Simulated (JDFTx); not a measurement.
**Sc in JDFTx: tuning solver**

Crystal: Sc.

```xyz
2
Lattice="3.3090 0.0000 0.0000 -1.6545 2.8657 0.0000 0.0000 0.0000 5.2733" Properties=species:S:1:pos:R:3 pbc="T T T"
Sc    1.6545    0.9552    3.9550
Sc    0.0000    1.9105    1.3183
```

* Program: JDFTx 1.7.0 (patched build)
* Task: tuning run
* Functional: PBE
* Potentials or basis: PseudoDojo-SR-PBE-0.5-standard with smoothed tails
* Cutoff: 1061 eV
* Density cutoff: 8490 eV
* k mesh: 9 × 9 × 5
* Occupations: fermi-dirac, width 0.05 eV
* Spin: no spin polarisation

These are the settings of the first run; the series varies solver, with any setting tied to it.

Hardware: 8 threads of Arm Neoverse N1.

Q: The values tried are scf, scf Potential, minimize 200, minimize 200 L-BFGS, minimize 200 PolakRibiere, scf CG. Which gives the shortest run?

A: Fastest here: scf Potential (130 s); slowest of those that converged: scf CG (470 s). These are single runs, one after another on one machine, so differences under about a fifth mean little.

```csv
solver,energy less the last converged row (meV/atom),SCF cycles,wall time (s),peak memory (GiB)
scf,0.00,37,170,0.2
scf Potential,0.00,27,130,0.18
minimize 200,0.00,51,180,0.23
minimize 200 L-BFGS,not converged,-,-,-
minimize 200 PolakRibiere,0.00,46,160,0.27
scf CG,0.00,24,470,0.2
```
